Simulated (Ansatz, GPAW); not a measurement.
This is a calculation of ZnO (zincite) for GPAW 26.7.0 (ASE script). 

run.py

```python
from ase.dft.bandgap import bandgap
from ase.io import read, write
from ase.units import GPa
from gpaw import GPAW, PW

atoms = read('POSCAR')

calc = GPAW(mode=PW(800),
            xc='PBE',
            kpts={'size': (9, 9, 5), 'gamma': True},
            occupations={'name': 'methfessel-paxton', 'order': 0, 'width': 0.03},
            nbands=31,
            convergence={'density': 1e-05, 'energy': 1e-05},
            maxiter=150,
            txt='gpaw.txt')
atoms.calc = calc
energy = atoms.get_potential_energy()
forces = atoms.get_forces()
stress = atoms.get_stress()
calc.write('gs.gpw')
write('result.traj', atoms)
print(f'Energy: {energy:.6f} eV')
print('Forces (eV/A):')
print(forces.round(4))
print('Stress (GPa):', (stress / GPa).round(3))
print('Fermi level:', round(calc.get_fermi_level(), 4), 'eV')
print(f'Gap: {bandgap(calc)[0]:.4f} eV, direct: {bandgap(calc, direct=True)[0]:.4f} eV')
```

The input POSCAR:

```
ZnO
1.0
    3.2493080000      0.0000000000      0.0000000000
   -1.6246540000      2.8139832727      0.0000000000
    0.0000000000      0.0000000000      5.2057090000
Zn O
2 2
Direct
    0.6666666667      0.3333333333      0.0000000000
    0.3333333333      0.6666666667      0.5000000000
    0.3333333333      0.6666666667      0.8790100000
    0.6666666667      0.3333333333      0.3790100000
```

Potentials or basis: GPAW PAW data sets (gpaw-data 1.2.1), pw.

The run is started by

```sh
$ OMP_NUM_THREADS=1 python run.py
```

**Question.** What does the same run look like in Ansatz 0.2.0? Potentials or basis there: Ansatz PAW, cutoff 420 eV.

**Answer.** As run (cutoffs and basis follow the program's own potentials, and thresholds, step limits or extra output files can differ):

The input input.yaml:

```yaml
crystal:
  lattice:
    - [3.249308, 0.0, 0.0]
    - [-1.624654, 2.8139832727, 0.0]
    - [0.0, 0.0, 5.205709]
  atoms:
    - { symbol: Zn, position: [0.6666666667, 0.3333333333, 0.0] }
    - { symbol: Zn, position: [0.3333333333, 0.6666666667, 0.5] }
    - { symbol: O, position: [0.3333333333, 0.6666666667, 0.87901] }
    - { symbol: O, position: [0.6666666667, 0.3333333333, 0.37901] }
hamiltonian:
  xc: pbe
  pseudopotentials: { kind: paw }
kpoints:
  mp_grid: { grid: [9, 9, 5] }
scf:
  occupations: { method: gaussian, width: 0.03 }
output:
  forces: true
  stress: true
  eigenvalues: true
```

Potentials or basis: Ansatz PAW.

Launch:

```bash
$ ansatz run input.yaml --threads 2 --pin off --max-ram 5632MiB --backend cpu --events-out ev --progress --plain --runs-dir out
```

Both were run:

|  | GPAW | Ansatz |
| --- | --- | --- |
| Pressure | 5.1 GPa | 4.9 GPa |
| Largest force | 0.073 eV/Å | 0.070 eV/Å |

Ansatz's pressure holds a Pulay term of +0.74 GPa for its cutoff of 420 eV, which the other run lacks.

Where Ansatz's input types no cutoff or centring, it takes its own default and a Γ-centred mesh.

Pressure is positive in compression.
